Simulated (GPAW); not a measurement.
# AlN (I4/mmm) in GPAW: single point with PBE

Aim: the single point of AlN with PBE.

Everything below comes from runs of GPAW 26.7.0. Logs are shortened: lines on timing, memory, paths and dates and some standing lists are left out, and cuts for length are marked. The log counts tension as positive stress, the text compression.

## 1. The cell of the first run

Symmetry: I4/mmm, No. 139, tetragonal system. Conventional cell: a = 2.877 Å, b = 2.877 Å, c = 4.110 Å, α = 90.00°, β = 90.00°, γ = 90.00°. Al (site symmetry 4/mmm) is surrounded by 6 N at 2.03 to 2.05 Å. N (site symmetry 4/mmm) has 6 Al at 2.03 to 2.05 Å as nearest neighbours.

Measurements of this composition are mostly on another form, of space group No. 186.

## 2. Single point, PBE (strain = 0.01)

run.py

```python
from ase import Atoms
from ase.dft.bandgap import bandgap
from ase.io import write
from ase.units import GPa
from gpaw import GPAW, PW

atoms = Atoms(['Al', 'N'],
              cell=[[0.0, 2.034518, 2.034518],
                    [2.05486318, 0.0, 2.034518],
                    [2.05486318, 2.034518, 0.0]],
              scaled_positions=[[0.5, 0.5, 0.5],
                                [0.0, 0.0, 0.0]],
              pbc=True)

calc = GPAW(mode=PW(800),
            xc='PBE',
            kpts={'size': (11, 11, 11), 'gamma': True},
            occupations={'name': 'fermi-dirac', 'width': 0.05},
            nbands=11,
            convergence={'density': 1e-05, 'energy': 1e-05},
            maxiter=150,
            txt='gpaw.txt')
atoms.calc = calc
energy = atoms.get_potential_energy()
forces = atoms.get_forces()
stress = atoms.get_stress()
calc.write('gs.gpw')
write('result.traj', atoms)
print(f'Energy: {energy:.6f} eV')
print('Forces (eV/A):')
print(forces.round(4))
print('Stress (GPa):', (stress / GPa).round(3))
print('Fermi level:', round(calc.get_fermi_level(), 4), 'eV')
print(f'Gap: {bandgap(calc)[0]:.4f} eV, direct: {bandgap(calc, direct=True)[0]:.4f} eV')
```

Potentials or basis: GPAW PAW data sets (gpaw-data 1.2.1), pw.

Started as:

```
$ OMP_NUM_THREADS=1 python run.py
```

gpaw.txt:

```text
__  _  _
 | _ |_)|_||  |
 |__||  | ||/\| - 26.7.0

Input parameters:
  mode=PW(ecut=800.0),
  convergence={'density': 1e-05, 'energy': 1e-05},
  kpts=MonkhorstPack(size=(11, 11, 11), gamma=True),
  maxiter=150,
  nbands=11,
  occupations=Occupations(name='fermi-dirac', width=0.05),
  xc=XC(name='PBE')

Diagonalizing LCAO Hamiltonian
Converting LCAO to pw mode

              Al

       N

Atoms  # Å, Bohr magnetons
|   | symbol |        x |        y |        z |    initial magnetic moments |
|---|--------|----------|----------|----------|-----------------------------|
| 0 |     Al | 2.054863 | 2.034518 | 2.034518 | ( 0.0000,  0.0000,  0.0000) |
| 1 |      N | 0.000000 | 0.000000 | 0.000000 | ( 0.0000,  0.0000,  0.0000) |

Unit cell  # Å
| periodic |        x |        y |        z |  lengths |    angles |
|----------|----------|----------|----------|----------|-----------|
|      yes | 0.000000 | 2.034518 | 2.034518 | 2.877243 | 59.670307 |
|      yes | 2.054863 | 0.000000 | 2.034518 | 2.891665 | 60.164846 |
|      yes | 2.054863 | 2.034518 | 0.000000 | 2.891665 | 60.164846 |

Number of symmetries: 16
Symmetry operations  # r_c * U_cc + t_c -> r_c
|    | kind |            matrix            |
|----|------|------------------------------|
|  0 |  σ   |  1, 0, 0,  1, 0,-1,  1,-1, 0 |
|  1 |  C2  |  1, 0, 0,  1,-1, 0,  1, 0,-1 |
|  2 |  E   |  1, 0, 0,  0, 1, 0,  0, 0, 1 |
|  3 |  σ   |  1, 0, 0,  0, 0, 1,  0, 1, 0 |
|  4 |  C2  |  0, 1,-1,  1, 0,-1,  0, 0,-1 |
|  5 |  σ   |  0, 1,-1,  0, 1, 0, -1, 1, 0 |
|  6 |  S4  |  0, 1,-1,  0, 0,-1,  1, 0,-1 |
|  7 |  C4  |  0, 1,-1, -1, 1, 0,  0, 1, 0 |
|  8 |  S4  |  0,-1, 1,  1,-1, 0,  0,-1, 0 |
|  9 |  C4  |  0,-1, 1,  0, 0, 1, -1, 0, 1 |
| 10 |  C2  |  0,-1, 1,  0,-1, 0,  1,-1, 0 |
| 11 |  σ   |  0,-1, 1, -1, 0, 1,  0, 0, 1 |
| 12 |  C2  | -1, 0, 0,  0, 0,-1,  0,-1, 0 |
| 13 |  i   | -1, 0, 0,  0,-1, 0,  0, 0,-1 |
| 14 |  σ   | -1, 0, 0, -1, 1, 0, -1, 0, 1 |
| 15 |  C2  | -1, 0, 0, -1, 0, 1, -1, 1, 0 |

BZ-sampling:
  Number of BZ points: 1331
  Number of IBZ points: 126

  Monkhorst-Pack size: [11, 11, 11]
  Monkhorst-Pack shift: [0, 0, 0]

K-points  # in reciprocal-cell coordinates
|     |                                coordinates |     weight |
|-----|--------------------------------------------|------------|
|   0 | (  0.00000000,   0.00000000,   0.00000000) | 0.00075131 |
|   1 | (  0.00000000,   0.09090909,   0.09090909) | 0.00150263 |
|   2 | (  0.00000000,   0.18181818,   0.18181818) | 0.00150263 |
|   3 | (  0.00000000,   0.27272727,   0.27272727) | 0.00150263 |
|   4 | (  0.00000000,   0.36363636,   0.36363636) | 0.00150263 |
|   5 | (  0.00000000,   0.45454545,   0.45454545) | 0.00150263 |
|   6 | (  0.09090909,  -0.45454545,  -0.45454545) | 0.00300526 |
|   7 | (  0.09090909,   0.09090909,   0.00000000) | 0.00300526 |
|   8 | (  0.09090909,   0.09090909,   0.09090909) | 0.00601052 |
|   9 | (  0.09090909,   0.18181818,   0.09090909) | 0.00601052 |
| ... |                                            |            |
| 125 | (  0.45454545,   0.45454545,   0.45454545) | 0.00601052 |

Plane wave coefficients: 895
Cutoff: 800.0 eV

Spin-components: 1 (collinear spins)
Bands:           11
Projectors:      10
Spin-degeneracy: 2
Datatype:        complex128

Parallelization:
  kpt:    1
  domain: 1
  band:   1

Density:
  Valence electrons: 8.0
  Components: 1
  Grid points: [20 20 20]
  Charge: 0.0  # |e|

Potential:
  Grid points: [20 20 20]

species:
  Al:
    name:    Aluminium
    Z:       13.0
    valence: 3
    core:    10
    charge:  0.0  # [|e|]
    compensation charges:
      type: gauss
      rc: 0.34  # [Å]
      lmax: 2
    cutoffs:
      filter: 1.91  # [Å]
      core: 2.36  # [Å]
    projectors
    | kind |    occ | energy [eV] | rcut [Å] |
    |------|--------|-------------|----------|
    |   3s |  2.000 |      -7.753 |    1.085 |
    |   3p |  1.000 |      -2.712 |    1.085 |
    |    s |        |      19.459 |    1.085 |
    |    p |        |      24.499 |    1.085 |
    |    d |        |       0.000 |    1.085 |

    Using partial waves for Al as LCAO basis

  N:
    name:    Nitrogen
    Z:       7.0
    valence: 5
    core:    2
    charge:  0.0  # [|e|]
    compensation charges:
      type: gauss
      rc: 0.18  # [Å]
      lmax: 2
    cutoffs:
      filter: 1.11  # [Å]
      core: 0.96  # [Å]
    projectors
    | kind |    occ | energy [eV] | rcut [Å] |
    |------|--------|-------------|----------|
    |   2s |  2.000 |     -18.583 |    0.603 |
    |   2p |  3.000 |      -7.089 |    0.529 |
    |    s |        |       8.629 |    0.603 |
    |    p |        |      20.123 |    0.529 |
    |    d |        |       0.000 |    0.577 |

    Using partial waves for N as LCAO basis

Reference energy: -8085.144769  # eV

eigensolver:
  PPCG
  Converge bands: occupied
  niter=2

density mixing:
  MSR1-Mixer
  Pratt-step length: 0.05
  Maximum mixing coefficient: 0.75
  Old densities: 10
  SVD Regularization: 0.005
  Good broyden scale: 1.0
  Trust region scale: 1.0
  Backstep threshold: 4.0
  History deletion threshold: 6.0
  Fourier metric: weight=20.0, sigma=0.015

occupation numbers:
  Fermi-Dirac:
    width: 0.0500  # eV

poisson solver:
  ecut: 6400.0  # eV

xc functional:
  name: PBE with 2 nearest neighbor stencil

convergence criteria:
[... 6 lines left out ...]
|iter     | |      energy | eigst |  dens |
|---------|-|-------------|-------|-------|
|iter:   1| |  -15.965046 | -0.07 |       |
|iter:   2| |  -15.603228 | -2.41 | -0.63 |
|iter:   3| |  -14.515195 | -1.13 | -0.68 |
|iter:   4| |  -14.528190 | -3.44 | -1.32 |
|iter:   5| |  -14.534072 | -3.73 | -1.63 |
|iter:   6| |  -14.534110 | -5.76 | -2.88 |
|iter:   7| |  -14.534117c| -6.58 | -3.27 |
|iter:   8| |  -14.534117c| -7.87c| -4.80 |
|iter:   9| |  -14.534117c| -8.49c| -5.18c|

Converged in 9 steps
Energy contributions relative to reference atoms: (reference = -8085.144769)

Energy contributions:
  Kinetic:          11.841115
  Coulomb:          -8.805292
  Zero:              0.079256
  External:          0.000000
  Xc:              -17.649196
  Entropy:          -0.000000
  Spinorbit:         0.000000
  ----------------------------
  Free energy:     -14.534117
  Extrapolated:    -14.534117

dipole moment: (-10.184215, -10.083381, -10.083381)  # |e|*Ang

Fermi level: 10.545
Eigenvalues  # (at kpt = [0.000, 0.000, 0.000])
| band index |      eig [eV] | occ [0-2] |
|------------|---------------|-----------|
|          0 |        -7.689 |     2.000 |
|          1 |         9.593 |     2.000 |
|          2 |         9.593 |     2.000 |
|          3 |         9.664 |     2.000 |
|          4 |        14.877 |     0.000 |
|          5 |        21.577 |     0.000 |
|          6 |        21.708 |     0.000 |
|          7 |        21.708 |     0.000 |
|          8 |        26.839 |     0.000 |
|          9 |        27.060 |     0.000 |
|         10 |        27.734 |     0.000 |

Gap: 4.391 eV
Transition (v -> c):
  (s=0, k=0, n=3, [0.00, 0.00, 0.00]) -> (s=0, k=120, n=4, [0.45, 0.45, 0.00])
Direct/indirect transitions are different
Direct gap: 5.213 eV
Transition at: (s=0, k=0, n=3, [0.00, 0.00, 0.00])

Forces  # eV/Ang
|       x |       y |        z |
|---------|---------|----------|
| 0.00000 | 0.00000 |  0.00000 |  # Al   0
| 0.00000 | 0.00000 | -0.00000 |  # N    1

Stress tensor  # eV/Ang^3
|        x |        y |        z |
|----------|----------|----------|
| 0.017900 | 0.000000 | 0.000000 |
| 0.000000 | 0.002257 | 0.000000 |
| 0.000000 | 0.000000 | 0.002257 |

# Writing to gs.gpw (mode='')
```

Run time: 19 s. Hardware: 1 thread of Arm Neoverse V1, shared host; peak memory 0.17 GiB.

Results:

| Item | Value |
| --- | --- |
| Free energy | -14.5341 eV |
| Pressure | -1.2 GPa |
| Band gap on the k mesh | 4.39 eV, indirect (least direct gap 5.21 eV) |

Caveat: the density grid can change from cell to cell, which puts small steps into energies and stress; an odd mesh through Γ misses points on the zone boundary, where band edges often lie.
